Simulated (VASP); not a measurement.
Here is the system:

```xyz
2
Lattice="0.0000 3.1108 3.1108 3.1108 0.0000 3.1108 3.1108 3.1108 0.0000" Properties=species:S:1:pos:R:3 pbc="T T T"
Al     0.0000     0.0000     0.0000
Sb     1.5554     1.5554     1.5554
```

Method: optB88-vdW, VASP's PBE PAW potentials (set 64) (plane waves; VASP). Settings: 520 eV cut-off, 7×7×7 Γ-centred mesh, Gaussian smearing of 0.050 eV, potentials Al Sb.

Unless said otherwise, spin-orbit coupling is left out, though it shifts the bands of the heavy elements here.

Problem. What does the run give for the energy per atom (σ→0), band gap (on the k-mesh) with the smallest direct gap where there is one?

Solution. 
```yaml
band gap (on the k-mesh): 1.25 eV
smallest direct gap (on the k-mesh): 1.25 eV
energy per atom (σ→0): -2.441 eV/atom
```

Only differences to runs with the same potentials and settings are physical.

The compound is AlSb in the zinc blende structure. It was relaxed first. The start is the result of an earlier pass.
